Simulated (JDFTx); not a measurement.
Here is a JDFTx 1.7.0 (patched build) calculation.

File bands.in:

```
lattice \
    0.0000000000     5.6880756351     5.6880756351 \
    5.6880756351     0.0000000000     5.6880756351 \
    5.6880756351     5.6880756351     0.0000000000
coords-type Lattice
ion Sn     0.0000000000     0.0000000000     0.0000000000 1
ion Se     0.5000000000     0.5000000000     0.5000000000 1

ion-species pseudo/Sn.upf
ion-species pseudo/Se.upf
elec-cutoff 43 344
elec-ex-corr gga-PBE
elec-smearing Fermi 0.0018374661
elec-n-bands 22
electronic-minimize nIterations 30 energyDiffThreshold 1e-06
davidson-band-ratio 1.3
forces-output-coords Cartesian
include path.kpoints
symmetries none
fix-electron-density run.$VAR

dump-name bands.$VAR
dump End Ecomponents EigStats BandEigs Kpoints Forces
```

path.kpoints

```
kpoint +0.0000000000 +0.0000000000 +0.0000000000 0.020000000000
kpoint +0.0714285714 +0.0000000000 +0.0714285714 0.020000000000
kpoint +0.1428571429 +0.0000000000 +0.1428571429 0.020000000000
kpoint +0.2142857143 +0.0000000000 +0.2142857143 0.020000000000
kpoint +0.2857142857 +0.0000000000 +0.2857142857 0.020000000000
kpoint +0.3571428571 +0.0000000000 +0.3571428571 0.020000000000
kpoint +0.4285714286 +0.0000000000 +0.4285714286 0.020000000000
kpoint +0.5000000000 +0.0000000000 +0.5000000000 0.020000000000
kpoint +0.5000000000 +0.0833333333 +0.5833333333 0.020000000000
kpoint +0.5000000000 +0.1666666667 +0.6666666667 0.020000000000
kpoint +0.5000000000 +0.2500000000 +0.7500000000 0.020000000000
kpoint +0.4375000000 +0.3125000000 +0.7500000000 0.020000000000
kpoint +0.3750000000 +0.3750000000 +0.7500000000 0.020000000000
kpoint +0.3281250000 +0.3281250000 +0.6562500000 0.020000000000
kpoint +0.2812500000 +0.2812500000 +0.5625000000 0.020000000000
kpoint +0.2343750000 +0.2343750000 +0.4687500000 0.020000000000
kpoint +0.1875000000 +0.1875000000 +0.3750000000 0.020000000000
kpoint +0.1406250000 +0.1406250000 +0.2812500000 0.020000000000
kpoint +0.0937500000 +0.0937500000 +0.1875000000 0.020000000000
kpoint +0.0468750000 +0.0468750000 +0.0937500000 0.020000000000
kpoint +0.0000000000 +0.0000000000 +0.0000000000 0.020000000000
kpoint +0.0833333333 +0.0833333333 +0.0833333333 0.020000000000
kpoint +0.1666666667 +0.1666666667 +0.1666666667 0.020000000000
kpoint +0.2500000000 +0.2500000000 +0.2500000000 0.020000000000
kpoint +0.3333333333 +0.3333333333 +0.3333333333 0.020000000000
kpoint +0.4166666667 +0.4166666667 +0.4166666667 0.020000000000
kpoint +0.5000000000 +0.5000000000 +0.5000000000 0.020000000000
kpoint +0.5250000000 +0.4500000000 +0.5250000000 0.020000000000
kpoint +0.5500000000 +0.4000000000 +0.5500000000 0.020000000000
kpoint +0.5750000000 +0.3500000000 +0.5750000000 0.020000000000
kpoint +0.6000000000 +0.3000000000 +0.6000000000 0.020000000000
kpoint +0.6250000000 +0.2500000000 +0.6250000000 0.020000000000
kpoint +0.5625000000 +0.2500000000 +0.6875000000 0.020000000000
kpoint +0.5000000000 +0.2500000000 +0.7500000000 0.020000000000
kpoint +0.5000000000 +0.2916666667 +0.7083333333 0.020000000000
kpoint +0.5000000000 +0.3333333333 +0.6666666667 0.020000000000
kpoint +0.5000000000 +0.3750000000 +0.6250000000 0.020000000000
kpoint +0.5000000000 +0.4166666667 +0.5833333333 0.020000000000
kpoint +0.5000000000 +0.4583333333 +0.5416666667 0.020000000000
kpoint +0.5000000000 +0.5000000000 +0.5000000000 0.020000000000
kpoint +0.4791666667 +0.4791666667 +0.5416666667 0.020000000000
kpoint +0.4583333333 +0.4583333333 +0.5833333333 0.020000000000
kpoint +0.4375000000 +0.4375000000 +0.6250000000 0.020000000000
kpoint +0.4166666667 +0.4166666667 +0.6666666667 0.020000000000
kpoint +0.3958333333 +0.3958333333 +0.7083333333 0.020000000000
kpoint +0.3750000000 +0.3750000000 +0.7500000000 0.020000000000
kpoint +0.6250000000 +0.2500000000 +0.6250000000 0.020000000000
kpoint +0.5833333333 +0.1666666667 +0.5833333333 0.020000000000
kpoint +0.5416666667 +0.0833333333 +0.5416666667 0.020000000000
kpoint +0.5000000000 +0.0000000000 +0.5000000000 0.020000000000
```

Potentials or basis: PseudoDojo-SR-PBE-0.5-standard.

The run is started by

```bash
$ jdftx -c 1 -i bands.in -o bands.out
```

(1) Predict the band gap along the path.

## Answers

(1) 0.32 eV, direct.

Caveat: spin-orbit coupling is left out, which moves the levels of the heavy elements.
